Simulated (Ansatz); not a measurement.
## Relaxing Ta2Si

Theory: Ansatz 0.2.0, DFT r2SCAN, scalar-relativistic, plane waves, PAW. Run with 500 eV cutoff, 8×6×6 k-mesh, Gaussian smearing of 0.10 eV, no spin polarisation.

What was changed: 0 of 8 Ta sites taken by W, cell and atoms relaxed.

Spin–orbit coupling is left out, which can shift energies with elements as heavy as these.

Command:

```bash
ansatz run input.yaml --threads 2 --pin off --max-ram 5120MiB --backend cpu --events-out ev --progress --plain --runs-dir out
```

Input:

```yaml
crystal:
  lattice:
    - [0.0, 0.0, 5.0494044188]
    - [6.1682272905, 0.0, 0.0]
    - [0.0, 6.1682272905, 0.0]
  atoms:
    - { symbol: Ta, position: [0.5, 0.3364154785, 0.1635845215] }
    - { symbol: Ta, position: [0.0, 0.8364154785, 0.6635845215] }
    - { symbol: Ta, position: [0.5, 0.8364154785, 0.3364154785] }
    - { symbol: Ta, position: [1.0, 0.3364154785, 0.8364154785] }
    - { symbol: Ta, position: [0.0, 0.1635845215, 0.3364154785] }
    - { symbol: Ta, position: [0.5, 0.6635845215, 0.8364154785] }
    - { symbol: Ta, position: [0.0, 0.6635845215, 0.1635845215] }
    - { symbol: Ta, position: [0.5, 0.1635845215, 0.6635845215] }
    - { symbol: Si, position: [0.75, 0.5, 0.5] }
    - { symbol: Si, position: [0.25, 0.0, 0.0] }
    - { symbol: Si, position: [0.25, 0.5, 0.5] }
    - { symbol: Si, position: [0.75, 0.0, 0.0] }
basis:
  ecutwfc: 500
kpoints:
  mp_grid: { grid: [8, 6, 6] }
hamiltonian:
  xc: r2scan
scf:
  occupations: { method: gaussian, width: 0.1 }
output:
  forces: true
  stress: true
  eigenvalues: true
  write_density: true
  write_potential: true
  elf: true
  volumetric_format: npy
relax:
  adjacent_minimum: "off"
  f_tol: 0.015
  max_steps: 60
  cell: { stress_tol: 0.15 }
```

F is the free energy. Steps run on the plane waves of an earlier cell, but the last one, and at times one on the way, on a freshly chosen basis, so a repeated geometry can differ a little in energy.

Steps:

| step | F − F(1) (eV) | largest force component (eV/Å) | V (Å³/atom) | P (GPa) |
| --- | --- | --- | --- | --- |
| 1 | 0.0000 | 0.009 | 16.010 | 0.01 |
| 2 | 0.0001 | 0.027 | 16.005 | 0.03 |
| 3 | -0.0002 | 0.001 | 16.010 | -0.01 |
| 4 | -0.0002 | 0.001 | 16.010 | -0.01 |

Relaxed structure:

```yaml
crystal:
  lattice:
    - [0.00000, 0.00000, 5.04574]
    - [6.17054, 0.00000, 0.00000]
    - [0.00000, 6.17054, 0.00000]
  atoms:
    - { symbol: Ta, position: [0.50000, 0.33650, 0.16350] }
    - { symbol: Ta, position: [0.00000, 0.83650, 0.66350] }
    - { symbol: Ta, position: [0.50000, 0.83650, 0.33650] }
    - { symbol: Ta, position: [0.00000, 0.33650, 0.83650] }
    - { symbol: Ta, position: [0.00000, 0.16350, 0.33650] }
    - { symbol: Ta, position: [0.50000, 0.66350, 0.83650] }
    - { symbol: Ta, position: [0.00000, 0.66350, 0.16350] }
    - { symbol: Ta, position: [0.50000, 0.16350, 0.66350] }
    - { symbol: Si, position: [0.75000, 0.50000, 0.50000] }
    - { symbol: Si, position: [0.25000, 0.00000, 0.00000] }
    - { symbol: Si, position: [0.25000, 0.50000, 0.50000] }
    - { symbol: Si, position: [0.75000, 0.00000, 0.00000] }
```

Symmetry: I4/mcm, No. 140, tetragonal system. Conventional cell: a = 6.171 Å, b = 6.171 Å, c = 5.046 Å, α = 90.00°, β = 90.00°, γ = 90.00°. Ta (site symmetry m2m) is surrounded by 4 Si at 2.63 Å and 3 Ta at 2.85 to 2.94 Å. Si (site symmetry 422) is surrounded by 2 Si at 2.52 Å and 8 Ta at 2.63 Å.

The run converged. It took 3.6 min on 2 threads of Intel(R) Xeon(R) Platinum 8259CL CPU @ 2.50GHz (Skylake/Cascade Lake), on a shared host, peak memory 1.3 GiB.